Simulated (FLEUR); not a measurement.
# Au (Fm-3m) in FLEUR: a series of runs, part 2 of 2

FLEUR MaX-R8.1 (later development tree).

## 3. Equation of state, LDA exchange alone (X-alpha), 15.84 Å³/atom (volume scaled by 0.94)

Input file inp.xml:

```xml
<?xml version="1.0" encoding="UTF-8" standalone="no"?>
<fleurInput fleurInputVersion="0.39">
   <comment>
      Au                                                                                                  
   </comment>
   <calculationSetup>
      <cutoffs Kmax="4.1" Gmax="12.7" GmaxXC="12.7" numbands="0"/>
      <scfLoop itmax="60" minDistance="0.00001" maxIterBroyd="15" imix="Anderson" alpha="0.05" precondParam="0.0" spinf="2.0" sdNocoIR="T"/>
      <coreElectrons ctail="T" frcor="F" kcrel="0" coretail_lmax="0"/>
      <xcFunctional name="x-a" relativisticCorrections="F"/>
      <magnetism jspins="1"/>
      <soc l_soc="F" theta="0.0" phi="0.0" spav="F"/>
      <expertModes spex="0" secvar="F"/>
      <geometryOptimization l_f="F" forcealpha="1.0" forcemix="BFGS" epsdisp="0.00001" epsforce="0.00001"/>
      <ldaU l_linMix="F" mixParam="0.05" spinf="1.0"/>
   </calculationSetup>
   <cell>
      <bzIntegration valenceElectrons="19.0" mode="hist" fermiSmearingEnergy="0.00183747">
         <kPointListSelection listName="default-1"/>
         <!-- k-points included here -->
         <xi:include xmlns:xi="http://www.w3.org/2001/XInclude" href="kpts.xml"> </xi:include>
      </bzIntegration>
      <!-- symmetry operations included here -->
      <xi:include xmlns:xi="http://www.w3.org/2001/XInclude" href="sym.xml"> </xi:include>
      <bulkLattice scale="0.9795861087">
         <bravaisMatrix>
            <row-1>    0.0000000000000000     3.8455926635609998     3.8455926635609998</row-1>
            <row-2>    3.8455926635609998     0.0000000000000000     3.8455926635609998</row-2>
            <row-3>    3.8455926635609998     3.8455926635609998     0.0000000000000000</row-3>
         </bravaisMatrix>
      </bulkLattice>
   </cell>
   <atomSpecies>
      <species name="Gold (Au)" element="Au" atomicNumber="79">
         <mtSphere radius="2.47" gridPoints="833" logIncrement="0.016"/>
         <atomicCutoffs lmax="10" lnonsphr="8"/>
         <electronConfig flipSpins="F">
            <coreConfig>(1s1/2) (2s1/2) (2p1/2) (2p3/2) (3s1/2) (3p1/2) (3p3/2) (4s1/2) (3d3/2) (3d5/2) (4p1/2) (4p3/2) (4d3/2) (4d5/2) (4f5/2) (4f7/2)</coreConfig>
            <valenceConfig>(5s1/2) (5p1/2) (5p3/2) (6s1/2) (5d3/2) (5d5/2)</valenceConfig>
            <stateOccupation state="(6s1/2)" spinUp="0.500000" spinDown="0.500000"/>
         </electronConfig>
         <energyParameters s="6" p="6" d="5" f="5"/>
         <lo type="SCLO" l="0" n="5" eDeriv="0"/>
         <lo type="SCLO" l="1" n="5" eDeriv="0"/>
         <lo type="SCLO" l="1" n="5" eDeriv="1"/>
         <lo type="SCLO" l="2" n="5" eDeriv="2"/>
         <lo type="SCLO" l="3" n="5" eDeriv="2"/>
      </species>
   </atomSpecies>
   <atomGroups>
      <atomGroup species="Gold (Au)">
         <relPos label="                   1">.0000000000 .0000000000 .0000000000</relPos>
         <force calculate="T" relaxXYZ="TTT"/>
      </atomGroup>
   </atomGroups>
   <output dos="F" band="F" slice="F">
      <checks vchk="F" cdinf="F"/>
      <bandDOS minEnergy="-.5*Htr" maxEnergy="0.5*Htr" sigma="0.015" storeEVData="T"/>
      <vacuumDOS vacdos="F" integ="F" star="F" nstars="0" locx1="0.0" locy1="0.0" locx2="0.0" locy2="0.0" nstm="0" tworkf="0.0"/>
      <unfoldingBand unfoldBand="F" supercellX="1" supercellY="1" supercellZ="1"/>
      <plotting iplot="0" polar="F">
         <plot TwoD="T" vec1="  1.0  0.0  0.0" vec2="  0.0  1.0  0.0" vec3="  0.0  0.0  1.0" zero="  0.0  0.0  0.0" file="plot"/>
      </plotting>
      <chargeDensitySlicing numkpt="0" minEigenval="0.0" maxEigenval="0.0" nnne="0" pallst="F"/>
      <specialOutput eonly="F"/>
      <moessbauerParams electricFieldGradient="T" isomerShift="T" coreHyperfine="T" valenceHyperfine="T"/>
      <magneticCircularDichroism mcd="F" energyLo="-10.0" energyUp="0.0"/>
   </output>
  <!-- We include the file relax.xml here to enable relaxations (see documentation) -->
  <xi:include xmlns:xi="http://www.w3.org/2001/XInclude" href="relax.xml"> <xi:fallback/> </xi:include>
</fleurInput>
```

Potentials or basis: all-electron, FLAPW.

Launch:

```console
> inpgen -f crystal.txt -profile fastHighL
> # inp.xml edited to the form shown
> fleur_MPI
```

Log:

```text
Welcome to FLEUR        (www.flapw.de)
      MaX-Release 8.1          (www.max-centre.eu)

 ========== k-point set info ==========
 Selected k-point list: default-1
 k-point list type: mesh
 11 x 11 x 11
 Number of k points: 56

 ------------Calculation Setup---------------------------
 Number of MPI-tasks      :            1
 Number of PE/node        :            1
 Number of OMP-threads    :            1
 Most efficient MPI parallelization for:
           1           2           4           7           8          14          28          56
 Additional eigenvalue parallelization possible
 Number of basis functions:          172
 Approximate size of matrices (H+S) per k-point:         0.000 GB
 --------------------------------------------------------
 Iteration:     1   Distance:      17.39702251 me/bohr^3
 Iteration:     2   Distance:      15.67307346 me/bohr^3
 Iteration:     3   Distance:       6.83844407 me/bohr^3
 Iteration:     4   Distance:       2.37116929 me/bohr^3
 Iteration:     5   Distance:       2.38948008 me/bohr^3
 Iteration:     6   Distance:       0.16863953 me/bohr^3
 Iteration:     7   Distance:       0.17100112 me/bohr^3
 Iteration:     8   Distance:       0.01434687 me/bohr^3
 Iteration:     9   Distance:       0.00774193 me/bohr^3
 Iteration:    10   Distance:       0.00163249 me/bohr^3
 Iteration:    11   Distance:       0.00003198 me/bohr^3
 Iteration:    12   Distance:       0.00003845 me/bohr^3
 Iteration:    13   Distance:       0.00000055 me/bohr^3

 ********************************************************************
 Run finished successfully
 Stop message:
   all done
 ********************************************************************
```

out.xml (last iteration):

```text
<iteration numberForCurrentRun="   13" overallNumber="   13">
         <energyParameters units="Htr">
            <atomicEP atomType="1" spin="1" branch="6s" branchLowest="-3.32" branchHighest="1.68" value="0.3512669515"/>
            <atomicEP atomType="1" spin="1" branch="6p" branchLowest="-1.51" branchHighest="2.63" value="0.5252533757"/>
            <atomicEP atomType="1" spin="1" branch="5d" branchLowest="-11.27" branchHighest="0.63" value="0.4102345328"/>
            <atomicEP atomType="1" spin="1" branch="5f" branchLowest="-2.32" branchHighest="2.73" value="0.8201396193"/>
            <loAtomicEP atomType="1" spin="1" branch="5s" branchLowest="-26.05" branchHighest="-3.32" value="-3.3209040597"/>
            <loAtomicEP atomType="1" spin="1" branch="5p" branchLowest="-19.32" branchHighest="-1.51" value="-1.5772753582"/>
            <loAtomicEP atomType="1" spin="1" branch="5p" branchLowest="-19.32" branchHighest="-1.51" value="-1.5772753582"/>
            <loAtomicEP atomType="1" spin="1" branch="5d" branchLowest="-11.27" branchHighest="0.63" value="0.3931597951"/>
            <loAtomicEP atomType="1" spin="1" branch="5f" branchLowest="-2.32" branchHighest="2.73" value="0.8201318337"/>
         </energyParameters>
         <eigenvalues>
[... 74 lines left out ...]
            </sumOfEigenvalues>
            <densityCoulombPotentialIntegral value="-33094.3996183046"/>
            <densityEffectivePotentialIntegral value="-33556.5526166719"/>
            <chargeDenXCDenIntegral value="-346.6147488835"/>
            <FockExchangeEnergyValence value="0.0000000000"/>
            <FockExchangeEnergyCore value="0.0000000000"/>
            <atomTypeDependentContributions atomType="1">
               <electronNucleiInteractionDifferentMTs value="23959.6854987702"/>
               <MadelungTerm value="-44.3378989149"/>
            </atomTypeDependentContributions>
            <tkbTimesEntropy value="0.0001016655"/>
            <freeEnergy value="-19029.1289827436"/>
            <extrapolationTo0K value="-19029.1289319109"/>
         </totalEnergy>
         <densityConvergence units="me/bohr^3">
            <chargeDensity spin="1" distance="0.0000005524"/>
         </densityConvergence>
      </iteration>
```

Wall time 8 s (1 thread of Arm Neoverse V1, shared host); peak memory 0.08 GiB.

What came out:

```yaml
Free_energy: -517808.9787 eV
Band_gap_on_the_k_mesh: none (metal or under the smearing width)
Valence_electrons_inside_the_program's_atomic_spheres: Au 17.42 (radii Au 2.47 bohr)
```

## 4. Equation of state, LDA exchange alone (X-alpha), 16.18 Å³/atom (volume scaled by 0.96)

Edit inp.xml of step 3 so:

```diff
@@ -24,3 +24,3 @@
       <xi:include xmlns:xi="http://www.w3.org/2001/XInclude" href="sym.xml"> </xi:include>
-      <bulkLattice scale="0.9795861087">
+      <bulkLattice scale="0.9864848297">
          <bravaisMatrix>
```

Launch:

```console
> inpgen -f crystal.txt -profile fastHighL
> # inp.xml edited to the form shown
> fleur_MPI
```

Wall time 8.1 s (1 thread of Arm Neoverse V1, shared host); peak memory 0.08 GiB.

The run converged. Its results:

* Free energy: -517809.0151 eV
* Band gap on the k mesh: none (metal or under the smearing width)
* Valence electrons inside the program's atomic spheres: Au 17.39 (radii Au 2.47 bohr)

## 5. Equation of state, LDA exchange alone (X-alpha), 16.85 Å³/atom

Edit inp.xml of step 4 so:

```diff
@@ -24,3 +24,3 @@
       <xi:include xmlns:xi="http://www.w3.org/2001/XInclude" href="sym.xml"> </xi:include>
-      <bulkLattice scale="0.9864848297">
+      <bulkLattice scale="1.0000000000">
          <bravaisMatrix>
```

Launch:

```console
> inpgen -f crystal.txt -profile fastHighL
> # inp.xml edited to the form shown
> fleur_MPI
```

Wall time 8.5 s (1 thread of Arm Neoverse V1, shared host); peak memory 0.08 GiB.

Results (log left out):

| Item | Value |
| --- | --- |
| Free energy | -517809.0569 eV |
| Band gap on the k mesh | none (metal or under the smearing width) |
| Valence electrons inside the program's atomic spheres | Au 17.33 (radii Au 2.47 bohr) |

## 6. Equation of state, LDA exchange alone (X-alpha), 17.53 Å³/atom (volume scaled by 1.04)

Edit inp.xml of step 5 so:

```diff
@@ -24,3 +24,3 @@
       <xi:include xmlns:xi="http://www.w3.org/2001/XInclude" href="sym.xml"> </xi:include>
-      <bulkLattice scale="1.0000000000">
+      <bulkLattice scale="1.0131594038">
          <bravaisMatrix>
```

Potentials or basis: all-electron, FLAPW.

Launch:

```console
> inpgen -f crystal.txt -profile fastHighL
> # inp.xml edited to the form shown
> fleur_MPI
```

Run time: 8.9 s. Hardware: 1 thread of Arm Neoverse V1, shared host; peak memory 0.09 GiB.

Results (log left out):

- Free energy: -517809.0655 eV
- Band gap on the k mesh: none (metal or under the smearing width)
- Valence electrons inside the program's atomic spheres: Au 17.28 (radii Au 2.47 bohr)

## 7. Equation of state, LDA exchange alone (X-alpha), 17.87 Å³/atom (volume scaled by 1.06)

Edit inp.xml of step 6 so:

```diff
@@ -24,3 +24,3 @@
       <xi:include xmlns:xi="http://www.w3.org/2001/XInclude" href="sym.xml"> </xi:include>
-      <bulkLattice scale="1.0131594038">
+      <bulkLattice scale="1.0196128224">
          <bravaisMatrix>
```

Launch:

```console
> inpgen -f crystal.txt -profile fastHighL
> # inp.xml edited to the form shown
> fleur_MPI
```

It took 9.1 s on 1 thread of Arm Neoverse V1, shared host; peak memory 0.09 GiB.

The run converged. Its results:

```yaml
Free_energy: -517809.0595 eV
Band_gap_on_the_k_mesh: none (metal or under the smearing width)
Valence_electrons_inside_the_program's_atomic_spheres: Au 17.26 (radii Au 2.47 bohr)
```

## 8. Equation of state, LDA exchange alone (X-alpha)

No new run: the results of the series are fitted here.

Results:

| Quantity | Value |
| --- | --- |
| Equilibrium volume | 17.39 Å³/atom |
| Bulk modulus | 167 GPa |
| Pressure derivative of the bulk modulus | 5.5 (rough: it moves with the points fitted) |

Energy against volume, from the lowest point:
```tsv
volume (Å³/atom)	energy (meV/atom)
15.843	86.79
16.181	50.35
16.855	8.56
17.529	0.00
17.866	6.02
```

## 9. How close it comes

Step 8. A measured bulk modulus of Au is 167 GPa (quoted in “Exploring toroidal anvil profiles for larger sample volumes above 4 Mbar”, 2024, pmc:11102561); the calculated 167 GPa misses it by +0.2 %. The fit is for a static lattice scaled at fixed shape and fixed fractional positions.
